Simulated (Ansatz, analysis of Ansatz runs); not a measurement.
# Fe on the Ga site in GaP: charge-transition level against experiment

Aim: the charge-transition level of the Fe on the Ga site in GaP, to be set beside the measurement. Set-up: r2SCAN, 64-site cell, r2SCAN lattice, 500 eV, k: the single point 1/4 1/4 1/4 then 2x2x2 shifted 0.5 0.5 0.5. The model is a cell of 64 host atoms with 1 Ga taken out and 1 Fe put in. The level is the Fermi energy at which two charge states have equal formation energy, after a correction for the images of the charge. A meta-GGA costs about twice a GGA and mends lattice constants and part of the gap.

Measured beforehand: (0/-1) level above the valence-band top: 0.86 eV, by absorption of a p-i-n diode (quoted in “Electronic structure of transition-atom impurities in GaP”, 1985, V. A. Singh and Alex Zunger, quoting earlier work (1979)). (0/-1) level above the valence-band top: 0.82 eV, by thermal emission rates and capture cross sections (transition enthalpy) (quoted in “Electronic structure of transition-atom impurities in GaP”, 1985, V. A. Singh and Alex Zunger, quoting earlier work (1983)). The calculation is set beside it at the end.

Main program and level: Ansatz 0.2.0; plane-wave PAW DFT, r2SCAN; relaxation of all atoms of a defect supercell.

Most raw output is cut from this account.

## (1) Set-up

The cell holds 64 atoms: 31 Ga, 32 P and 1 Fe. Cell: a = 10.901 Å, b = 10.901 Å, c = 10.901 Å, α = 90.0°, β = 90.0°, γ = 90.0°. It derives from GaP (space group F-43m). Nearest the centre at fractional (0.500, 0.500, 0.500): Fe57 at 0.00 Å, P16 at 2.36 Å, P38 at 2.36 Å, P23 at 2.36 Å, P61 at 2.36 Å, Ga34 at 3.85 Å, Ga19 at 3.85 Å, Ga12 at 3.85 Å.

The host's primitive cell comes from a first run (plane-wave PAW DFT, r2SCAN; relaxation of the host's cell and atoms): vectors of 3.854, 3.854 and 3.854 Å. That is 20.24 Å³ an atom. The supercell is built on it.

## (2) Relaxation, charge 0

Every later number rests on the structure around the defect, so the atoms are relaxed at the host's lattice first.

relax0/input.yaml

```yaml
relax:
  f_tol: 0.02
  max_steps: 80
  random_displacement: { amplitude: 0.05, seed: 376 }
crystal:
  lattice:
    - [10.901, 0.0, 0.0]
    - [0.0, 0.0, -10.901]
    - [0.0, 10.901, 0.0]
  atoms:
    - { symbol: Ga, position: [0.0, 0.0, 0.0] }
    - { symbol: Ga, position: [0.0, 0.25, 0.25] }
    - { symbol: Ga, position: [0.25, 0.0, 0.25] }
    - { symbol: Ga, position: [0.25, 0.25, 0.0] }
    - { symbol: P, position: [0.125, 0.125, 0.125] }
    - { symbol: P, position: [0.125, 0.375, 0.375] }
    - { symbol: P, position: [0.375, 0.125, 0.375] }
    - { symbol: P, position: [0.375, 0.375, 0.125] }
    - { symbol: Ga, position: [0.0, 0.0, 0.5] }
    - { symbol: Ga, position: [0.0, 0.25, 0.75] }
    - { symbol: Ga, position: [0.25, 0.0, 0.75] }
    - { symbol: Ga, position: [0.25, 0.25, 0.5] }
    - { symbol: P, position: [0.125, 0.125, 0.625] }
    - { symbol: P, position: [0.125, 0.375, 0.875] }
    - { symbol: P, position: [0.375, 0.125, 0.875] }
    - { symbol: P, position: [0.375, 0.375, 0.625] }
    - { symbol: Ga, position: [0.0, 0.5, 0.0] }
    - { symbol: Ga, position: [0.0, 0.75, 0.25] }
    - { symbol: Ga, position: [0.25, 0.5, 0.25] }
    - { symbol: Ga, position: [0.25, 0.75, 0.0] }
    - { symbol: P, position: [0.125, 0.625, 0.125] }
    - { symbol: P, position: [0.125, 0.875, 0.375] }
    - { symbol: P, position: [0.375, 0.625, 0.375] }
    - { symbol: P, position: [0.375, 0.875, 0.125] }
    - { symbol: Ga, position: [0.0, 0.5, 0.5] }
    - { symbol: Ga, position: [0.0, 0.75, 0.75] }
    - { symbol: Ga, position: [0.25, 0.5, 0.75] }
    - { symbol: Ga, position: [0.25, 0.75, 0.5] }
    - { symbol: P, position: [0.125, 0.625, 0.625] }
    - { symbol: P, position: [0.125, 0.875, 0.875] }
    - { symbol: P, position: [0.375, 0.625, 0.875] }
    - { symbol: P, position: [0.375, 0.875, 0.625] }
    - { symbol: Ga, position: [0.5, 0.0, 0.0] }
    - { symbol: Ga, position: [0.5, 0.25, 0.25] }
    - { symbol: Ga, position: [0.75, 0.0, 0.25] }
    - { symbol: Ga, position: [0.75, 0.25, 0.0] }
    - { symbol: P, position: [0.625, 0.125, 0.125] }
    - { symbol: P, position: [0.625, 0.375, 0.375] }
    - { symbol: P, position: [0.875, 0.125, 0.375] }
    - { symbol: P, position: [0.875, 0.375, 0.125] }
    - { symbol: Ga, position: [0.5, 0.0, 0.5] }
    - { symbol: Ga, position: [0.5, 0.25, 0.75] }
    - { symbol: Ga, position: [0.75, 0.0, 0.75] }
    - { symbol: Ga, position: [0.75, 0.25, 0.5] }
    - { symbol: P, position: [0.625, 0.125, 0.625] }
    - { symbol: P, position: [0.625, 0.375, 0.875] }
    - { symbol: P, position: [0.875, 0.125, 0.875] }
    - { symbol: P, position: [0.875, 0.375, 0.625] }
    - { symbol: Ga, position: [0.5, 0.5, 0.0] }
    - { symbol: Ga, position: [0.5, 0.75, 0.25] }
    - { symbol: Ga, position: [0.75, 0.5, 0.25] }
    - { symbol: Ga, position: [0.75, 0.75, 0.0] }
    - { symbol: P, position: [0.625, 0.625, 0.125] }
    - { symbol: P, position: [0.625, 0.875, 0.375] }
    - { symbol: P, position: [0.875, 0.625, 0.375] }
    - { symbol: P, position: [0.875, 0.875, 0.125] }
    - { symbol: Fe, position: [0.5, 0.5, 0.5], spin: 5.0 }
    - { symbol: Ga, position: [0.5, 0.75, 0.75] }
    - { symbol: Ga, position: [0.75, 0.5, 0.75] }
    - { symbol: Ga, position: [0.75, 0.75, 0.5] }
    - { symbol: P, position: [0.625, 0.625, 0.625] }
    - { symbol: P, position: [0.625, 0.875, 0.875] }
    - { symbol: P, position: [0.875, 0.625, 0.875] }
    - { symbol: P, position: [0.875, 0.875, 0.625] }
  host:
    repeats: [2, 2, 2]
    atoms:
      - { symbol: Ga, position: [0.0, 0.0, 0.0] }
      - { symbol: Ga, position: [0.0, 0.5, 0.5] }
      # ... 6 more atoms of the perfect host
basis:
  ecutwfc: 500
  xc_grid: 2
hamiltonian:
  xc: r2scan
kpoints:
  mp_grid: { grid: [1, 1, 1], shift: [0.25, 0.25, 0.25] }
magnetization:
  spin_polarized: true
  initial_magnetization: 5
  spin_locking: { lock_magnetization: hard }
scf:
  occupations: { method: fermi_dirac, width: 0.01 }
  max_iter: 120
output:
  forces: true
  charged_corrections:
    epsilon: 10.68
    static_epsilon: 12.72
    defect_position: [0.5, 0.5, 0.5]
checkpoint:
  write: "../relax0.run"
  compress: false
  write_wavefunctions: true
  write_every: 100000
```

Started as:

```sh
> ansatz run input.yaml --threads 4 --pin off --max-ram 7536MiB --backend cpu --events-out ev --progress --plain --runs-dir out
```

Run time: 23 min. Hardware: 4 threads of Arm Neoverse N1, shared host; peak memory 6.3 GiB.

Step by step:

| step | energy less that of the first step (eV) | largest force component (eV/Å) |
| --- | --- | --- |
| 1 | 0.0000 | 0.9875 |
| 2 | -0.8088 | 0.3431 |
| 3 | -0.9263 | 0.0255 |
| 4 | -0.9253 | 0.0637 |
| 5 | -0.9268 | 0.0049 |

Relaxation step 4 was tried and not accepted.

The atoms that moved most (Å, from the sites as typed, ahead of the random displacement, the mean shift of all atoms taken out):

| atom | dx | dy | dz | length |
| --- | --- | --- | --- | --- |
| P61 | -0.028 | -0.028 | 0.028 | 0.049 |
| Fe57 | -0.012 | -0.012 | 0.011 | 0.020 |
| P16 | 0.009 | -0.003 | -0.009 | 0.014 |
| P38 | -0.003 | 0.009 | -0.009 | 0.013 |
| P23 | 0.009 | 0.009 | 0.003 | 0.013 |
| Ga59 | -0.007 | -0.007 | -0.005 | 0.011 |
| Ga60 | -0.006 | 0.006 | 0.006 | 0.010 |
| Ga58 | 0.005 | -0.006 | 0.006 | 0.010 |

Neighbours of Fe57 at the end:

| atom | distance (Å) |
| --- | --- |
| P61 | 2.331 |
| P23 | 2.341 |
| P38 | 2.341 |
| P16 | 2.341 |
| Ga19 | 3.834 |
| Ga34 | 3.834 |
| Ga12 | 3.835 |
| Ga51 | 3.853 |
| Ga28 | 3.853 |
| Ga50 | 3.853 |
| Ga44 | 3.853 |
| Ga42 | 3.853 |
| Ga27 | 3.854 |
| Ga59 | 3.862 |
| Ga60 | 3.862 |
| Ga58 | 3.862 |

Numbers from this step:

| Item | Value |
| --- | --- |
| free energy | -146309.4744 eV |
| total moment | 5 μB |
| integral of the absolute spin density | 5.098 μB |
| spin contamination | 0.03283 |

The relaxation ends 14 meV an atom lower than the displaced start, with a largest force component of 0.0049 eV/Å.

## (3) Relaxation, charge −1

The input displaces the atoms at random before the relaxation, so that it can leave a symmetric saddle if there is one.

relax1/input.yaml

```yaml
relax:
  f_tol: 0.02
  max_steps: 80
  random_displacement: { amplitude: 0.05, seed: 376 }
crystal:
  lattice:
    - [10.901, 0.0, 0.0]
    - [0.0, 0.0, -10.901]
    - [0.0, 10.901, 0.0]
  atoms:
    - { symbol: Ga, position: [0.0, 0.0, 0.0] }
    - { symbol: Ga, position: [0.0, 0.25, 0.25] }
[... 9 atom lines left out ...]
    - { symbol: Ga, position: [0.25, 0.25, 0.5] }
[... 3 atom lines left out ...]
    - { symbol: P, position: [0.375, 0.375, 0.625] }
[... 2 atom lines left out ...]
    - { symbol: Ga, position: [0.25, 0.5, 0.25] }
[... 3 atom lines left out ...]
    - { symbol: P, position: [0.375, 0.625, 0.375] }
[... 10 atom lines left out ...]
    - { symbol: Ga, position: [0.5, 0.25, 0.25] }
[... 3 atom lines left out ...]
    - { symbol: P, position: [0.625, 0.375, 0.375] }
[... 3 atom lines left out ...]
    - { symbol: Ga, position: [0.5, 0.25, 0.75] }
[... 1 atom line left out ...]
    - { symbol: Ga, position: [0.75, 0.25, 0.5] }
[... 5 atom lines left out ...]
    - { symbol: Ga, position: [0.5, 0.75, 0.25] }
    - { symbol: Ga, position: [0.75, 0.5, 0.25] }
[... 5 atom lines left out ...]
    - { symbol: Fe, position: [0.5, 0.5, 0.5], spin: 4.0 }
[... 3 atom lines left out ...]
    - { symbol: P, position: [0.625, 0.625, 0.625] }
[... 2 atom lines left out ...]
    - { symbol: P, position: [0.875, 0.875, 0.625] }
  host:
    repeats: [2, 2, 2]
    atoms:
      - { symbol: Ga, position: [0.0, 0.0, 0.0] }
      - { symbol: Ga, position: [0.0, 0.5, 0.5] }
      # ... 6 more atoms of the perfect host
total_charge: -1
basis:
  ecutwfc: 500
  xc_grid: 2
hamiltonian:
  xc: r2scan
kpoints:
  mp_grid: { grid: [1, 1, 1], shift: [0.25, 0.25, 0.25] }
magnetization:
  spin_polarized: true
  initial_magnetization: 4
  spin_locking: { lock_magnetization: hard }
scf:
  occupations: { method: fermi_dirac, width: 0.01 }
  max_iter: 120
output:
  forces: true
  charged_corrections:
    epsilon: 10.68
    static_epsilon: 12.72
    defect_position: [0.5, 0.5, 0.5]
checkpoint:
  write: "../relax1.run"
  compress: false
  write_wavefunctions: true
  write_every: 100000
```

The job ended after 24 min (4 threads; peak memory 6.4 GiB; 1.6 h of CPU time).

The steps of the relaxation:

| step | energy less that of the first step (eV) | largest force component (eV/Å) |
| --- | --- | --- |
| 1 | 0.0000 | 1.1658 |
| 2 | -0.8632 | 0.3548 |
| 3 | -0.9832 | 0.0310 |
| 4 | -0.9838 | 0.0108 |

The atoms that moved most (Å, from the sites as typed, ahead of the random displacement, the mean shift of all atoms taken out):

| atom | dx | dy | dz | length |
| --- | --- | --- | --- | --- |
| P61 | -0.031 | -0.030 | 0.020 | 0.047 |
| Ga19 | 0.022 | 0.023 | -0.024 | 0.039 |
| Ga59 | -0.021 | -0.021 | -0.020 | 0.036 |
| P23 | 0.024 | 0.024 | 0.003 | 0.034 |
| Ga60 | -0.016 | 0.025 | 0.013 | 0.033 |
| Ga12 | 0.012 | 0.029 | -0.008 | 0.032 |
| Ga58 | 0.025 | -0.016 | 0.012 | 0.032 |
| Ga34 | 0.029 | 0.011 | -0.008 | 0.032 |

Neighbours of Fe57 at the end:

| atom | distance (Å) |
| --- | --- |
| P38 | 2.328 |
| P16 | 2.328 |
| P23 | 2.328 |
| P61 | 2.331 |
| Ga19 | 3.810 |
| Ga12 | 3.825 |
| Ga34 | 3.826 |
| Ga51 | 3.831 |
| Ga27 | 3.833 |
| Ga59 | 3.836 |
| Ga44 | 3.837 |
| Ga42 | 3.837 |
| Ga28 | 3.845 |
| Ga50 | 3.846 |
| Ga60 | 3.849 |
| Ga58 | 3.849 |

This step gave:

| Property | Result |
| --- | --- |
| free energy | -146302.0189 eV |
| total moment | 4 μB |
| integral of the absolute spin density | 4.164 μB |
| spin contamination | 0.05212 |

The relaxation ends 15 meV an atom lower than the displaced start, with a largest force component of 0.011 eV/Å.

## (4) Single point, charge 0

The relaxed structure is kept, and the final numbers are taken at the final level and k-points.

This step: plane-wave PAW DFT, r2SCAN; single point of a defect supercell.

point0/input.yaml

```yaml
crystal:
  lattice:
    - [10.901, 0.0, 0.0]
    - [0.0, 0.0, -10.901]
    - [0.0, 10.901, 0.0]
  atoms:
    - { symbol: Ga, position: [1.6771e-05, 0.000226092, -0.000400052] }
    - { symbol: Ga, position: [0.000309907, 0.250403983, 0.249741519] }
[... 9 atom lines left out ...]
    - { symbol: Ga, position: [0.250077463, 0.250309646, 0.500241798] }
[... 3 atom lines left out ...]
    - { symbol: P, position: [0.375717353, 0.375969265, 0.624162933] }
[... 6 atom lines left out ...]
    - { symbol: P, position: [0.375708524, 0.624816534, 0.375261839] }
[... 3 atom lines left out ...]
    - { symbol: Ga, position: [0.250052746, 0.500337049, 0.749547192] }
[... 10 atom lines left out ...]
    - { symbol: P, position: [0.624583386, 0.375932015, 0.375298594] }
[... 3 atom lines left out ...]
    - { symbol: Ga, position: [0.500111735, 0.250301543, 0.749501973] }
[... 1 atom line left out ...]
    - { symbol: Ga, position: [0.749964345, 0.250327747, 0.499702501] }
[... 12 atom lines left out ...]
    - { symbol: Fe, position: [0.498808834, 0.499074513, 0.498362278], spin: 5.0 }
    - { symbol: Ga, position: [0.50035337, 0.749526572, 0.748883647] }
    - { symbol: Ga, position: [0.749271432, 0.500597128, 0.748862731] }
    - { symbol: Ga, position: [0.749309785, 0.749536935, 0.499985521] }
    - { symbol: P, position: [0.622294077, 0.622525171, 0.621869673] }
[... 2 atom lines left out ...]
    - { symbol: P, position: [0.874510241, 0.8747537, 0.62436731] }
  host:
    repeats: [2, 2, 2]
    atoms:
      - { symbol: Ga, position: [0.0, 0.0, 0.0] }
      - { symbol: Ga, position: [0.0, 0.5, 0.5] }
      # ... 6 more atoms of the perfect host
basis:
  ecutwfc: 500
  xc_grid: 2
hamiltonian:
  xc: r2scan
kpoints:
  mp_grid: { grid: [2, 2, 2], shift: [0.5, 0.5, 0.5] }
magnetization:
  spin_polarized: true
  initial_magnetization: 5
  spin_locking: { lock_magnetization: hard }
scf:
  occupations: { method: fermi_dirac, width: 0.01 }
  max_iter: 120
output:
  forces: true
  charged_corrections:
    epsilon: 10.68
    static_epsilon: 12.72
    defect_position: [0.5, 0.5, 0.5]
  eigenvalues: true
checkpoint:
  read: "../relax0.run"
  write: "../point0.run"
  compress: false
  write_wavefunctions: true
  write_every: 100000
```

Run time: 16 min. Hardware: 4 threads; peak memory 5.7 GiB; 63 min of CPU time.

This step gave:

```
free energy                           : -146309.4557 eV
total moment                          : 5 μB
integral of the absolute spin density : 5.064 μB
spin contamination                    : 0.03228
```

## (5) Single point, charge −1

This step: plane-wave PAW DFT, r2SCAN; single point of a defect supercell.

point1/input.yaml

```yaml
crystal:
  lattice:
    - [10.901, 0.0, 0.0]
    - [0.0, 0.0, -10.901]
    - [0.0, 10.901, 0.0]
  atoms:
    - { symbol: Ga, position: [3.9246e-05, 0.000232428, -0.000405354] }
    - { symbol: Ga, position: [0.000398535, 0.250883511, 0.250118455] }
[... 13 atom lines left out ...]
    - { symbol: P, position: [0.376265258, 0.376120037, 0.622916381] }
[... 2 atom lines left out ...]
    - { symbol: Ga, position: [0.251893637, 0.502286267, 0.251529541] }
[... 3 atom lines left out ...]
    - { symbol: P, position: [0.377110791, 0.624848478, 0.376645392] }
[... 3 atom lines left out ...]
    - { symbol: Ga, position: [0.251251787, 0.49873574, 0.748107249] }
[... 10 atom lines left out ...]
    - { symbol: P, position: [0.623292825, 0.376030166, 0.375854085] }
[... 3 atom lines left out ...]
    - { symbol: Ga, position: [0.497716343, 0.250871391, 0.748421071] }
[... 8 atom lines left out ...]
    - { symbol: Ga, position: [0.74845438, 0.498817377, 0.251005459] }
[... 5 atom lines left out ...]
    - { symbol: Fe, position: [0.499098345, 0.498904534, 0.498639287], spin: 4.0 }
    - { symbol: Ga, position: [0.5021211, 0.748965009, 0.747956974] }
    - { symbol: Ga, position: [0.74790309, 0.501919934, 0.747515871] }
    - { symbol: Ga, position: [0.748392281, 0.748952362, 0.501790266] }
    - { symbol: P, position: [0.622066751, 0.623297842, 0.62167676] }
[... 2 atom lines left out ...]
    - { symbol: P, position: [0.874860858, 0.875092833, 0.624222255] }
  host:
    repeats: [2, 2, 2]
    atoms:
      - { symbol: Ga, position: [0.0, 0.0, 0.0] }
      - { symbol: Ga, position: [0.0, 0.5, 0.5] }
      # ... 6 more atoms of the perfect host
total_charge: -1
basis:
  ecutwfc: 500
  xc_grid: 2
hamiltonian:
  xc: r2scan
kpoints:
  mp_grid: { grid: [2, 2, 2], shift: [0.5, 0.5, 0.5] }
magnetization:
  spin_polarized: true
  initial_magnetization: 4
  spin_locking: { lock_magnetization: hard }
scf:
  occupations: { method: fermi_dirac, width: 0.01 }
  max_iter: 120
output:
  forces: true
  charged_corrections:
    epsilon: 10.68
    static_epsilon: 12.72
    defect_position: [0.5, 0.5, 0.5]
  eigenvalues: true
checkpoint:
  read: "../relax1.run"
  write: "../point1.run"
  compress: false
  write_wavefunctions: true
  write_every: 100000
```

Elapsed: 17 min, on 4 threads; peak memory 5.7 GiB.

This step gave:

```yaml
free_energy: -146302.0058 eV
total_moment: 4 μB
integral_of_the_absolute_spin_density: 4.114 μB
spin_contamination: 0.05150
```

## (6) Charge-transition levels

A charged cell feels its images and has its own zero of potential; this step corrects both and places the level between the host's band edges.

This step: place-levels on r2SCAN runs: charge-transition levels with image-charge correction and potential alignment at the atomic sites.

levels.yaml

```yaml
host:
  run: host.point.run
states: [point0.run, point1.run]
geometry_from:
  point0.run: relax0.run
  point1.run: relax1.run
  host.point.run: host.relax.run
```

Started as:

```sh
> ansatz place-levels levels.yaml -- --threads 4 --pin off --max-ram 7536MiB
```

Wall time 0.28 s (4 threads).

Numbers from this step:

```
gap : 1.844 eV
```

## (7) What came out

* static dielectric constant used: 12.7
* band gap of the host: 1.84 eV
* (0/-1) level above the valence-band top: 0.68 eV
* time of the whole chain: 81 min on 4 threads

**Reading.** (0/-1) level above the valence-band top: computed 0.68 eV, measured 0.86 eV and 0.82 eV; 0.14 eV below the nearest measurement. The level is counted in a gap of 1.84 eV, and the correction is screened by a dielectric constant of 12.7 from a linear-response run on the host (PBEsol). Levels hang on the band edges, which semilocal functionals place too close together. The total moment is locked at the high-spin value, which doesn't force the spin onto the d shell; spin-orbit coupling, which lowers the gap of these hosts' heavier members, is left out. Limits: the total moment of each charge state is locked at an assumed value.

[Logs are printed without paths, hosts, clocks, repeated set-up lines and the standing remarks that a program may print on its own settings, such as how far it seeks lower states.]

[Hosts, paths, dates, database ids (printed as entryN), source tags and the programs' standing remarks are cut or masked in the printed files.]

[For some hosts the program warned that the k-mesh of the response run may be too coarse for force constants and the static dielectric constant; such warnings are not shown here.]
